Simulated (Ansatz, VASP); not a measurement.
Sc in VASP and in Ansatz

INCAR

```
PREC     = Accurate       # precision mode
ENCUT    = 520            # plane-wave cutoff, eV
EDIFF    = 1E-7           # SCF threshold, eV
ISMEAR   = -1             # smearing method
SIGMA    = 0.05           # smearing width, eV
LREAL    = False          # projectors in reciprocal space
LASPH    = True           # aspherical terms in the spheres
NELM     = 60             # most SCF steps
ALGO     = Normal         # electronic algorithm
ISIF     = 2              # what is computed and relaxed
LWAVE    = False          # write WAVECAR
LCHARG   = True           # write CHGCAR
GGA      = PS             # functional
LELF     = True           # ELF
LVHAR    = True         
NBANDS   = 18             # bands
```

Contents of KPOINTS:

```
Automatic mesh
0
Gamma
  9 9 5
```

Contents of POSCAR:

```
Sc
1.0
    3.3309145459      0.0000000000      0.0000000000
   -1.6654572730      2.8846566146      0.0000000000
    0.0000000000      0.0000000000      5.3082235343
Sc
2
Direct
    0.6666666667      0.3333333333      0.7500000000
    0.3333333333      0.6666666667      0.2500000000
```

Contents of input.yaml:

```yaml
crystal:
  lattice:
    - [3.3309145459, 0.0, 0.0]
    - [-1.665457273, 2.8846566146, 0.0]
    - [0.0, 0.0, 5.3082235343]
  atoms:
    - { symbol: Sc, position: [0.6666666667, 0.3333333333, 0.75] }
    - { symbol: Sc, position: [0.3333333333, 0.6666666667, 0.25] }
hamiltonian:
  xc: pbesol
  pseudopotentials: { kind: paw }
kpoints:
  mp_grid: { grid: [9, 9, 5] }
scf:
  occupations: { method: fermi_dirac, width: 0.05 }
output:
  forces: true
  stress: true
  eigenvalues: true
  write_density: true
  write_potential: true
  elf: true
  volumetric_format: npy
```

Alike in both runs: task single point; functional PBEsol; k mesh 9 × 9 × 5; occupations fermi-dirac, width 0.05 eV; no spin polarisation.

|  | VASP | Ansatz |
| --- | --- | --- |
| version | VASP 6.6.1 | Ansatz 0.2.0 |
| potentials or method | VASP PAW PBE potentials, release 64 (Sc_sv) | Ansatz PAW |
| plane-wave cutoff (eV) | 520 | 420 |
| valence electrons in the cell | 22 | 22 |

|  | VASP | Ansatz | Ansatz less VASP |
| --- | --- | --- | --- |
| gap on the k mesh at the Fermi level (eV) | none | none | - |
| pressure (GPa) | -3.7 | -3.7 | -0.01 |
| largest component of the traceless stress (GPa) | 0.98 | 0.99 | +0.002 |

A gap of «none» marks a metal or a gap that the smearing closes. With one functional, cell and mesh, what is left measures potentials, basis and numerics.

Caveats: the PAW data sets were made with another functional, which shifts forces and pressure a little (VASP); the PAW data sets come from PBE, with cores solved anew for the run's functional, which leaves a small shift of forces and pressure (Ansatz).
